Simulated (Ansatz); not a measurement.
Ge, 2 atoms in the cell. It takes space group P-3m1 (No. 164, trigonal). The conventional cell has a = 4.090 Å, b = 4.090 Å, c = 3.327 Å, α = 90.00°, β = 90.00°, γ = 120.00°. Around Ge (site symmetry 3m) lie 3 Ge at 2.54 Å. The cell was built by a generator and needn't be a form met in nature.

- Program: Ansatz 0.2.0
- Task: single point
- Functional: r2SCANh
- Potentials or basis: Ansatz PAW
- Cutoff: 500 eV (not typed: the program's choice for these potentials)
- k mesh: 4 × 4 × 4
- Occupations: fermi-dirac, width 0.05 eV
- Spin: no spin polarisation

Hardware: 1 × NVIDIA H100 80GB HBM3 with 2 threads of AMD EPYC 7R13 Processor (Zen 3), with other jobs on the host.

Question: Estimate the wall time of this run.

Answer: It took 22 s on 1 × NVIDIA H100 80GB HBM3 with 2 threads of AMD EPYC 7R13 Processor (Zen 3), on a shared host, peak memory 1.7 GiB. Counts: scf iterations 56, plane waves 1255, k points 13, bands 18.
